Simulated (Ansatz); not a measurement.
Crystal: La.

```
La
1.0
     3.75000    0.00000    0.00000
    -1.87500    3.24760    0.00000
     0.00000    0.00000    6.07000
La
2
Direct
  0.66667 0.33333 0.75000
  0.33333 0.66667 0.25000
```

This isn't the form of La at room conditions, which is double hcp.

Base run:

| Item | Value |
| --- | --- |
| Program | Ansatz 0.2.0 |
| Functional | PBEsol |
| Potentials or basis | all-electron LAPW, scalar-relativistic |
| Cutoff | 120 eV (chosen from the basis error) |
| Basis error allowed | 0.001 eV/atom |
| k mesh | 8 × 8 × 5 |
| Occupations | fermi-dirac, width 0.05 eV |
| Spin | no spin polarisation |
| Hubbard terms | La f U = 2 eV |

Its results: band gap on the k mesh none (metal or under the smearing width); pressure -0.7 GPa.

**Question.** The run is repeated on the same cell with these changes: hubbard terms from La f U = 2 eV to La f U = 6 eV. What comes out?

**Answer.** Band gap on the k mesh none (metal or under the smearing width); pressure 0.3 GPa.

Caveats: U is the effective U less J, on atomic orbitals that reach past the spheres; U without spin polarisation on a metal has little footing; the U is typed as a test and isn't derived for this compound.
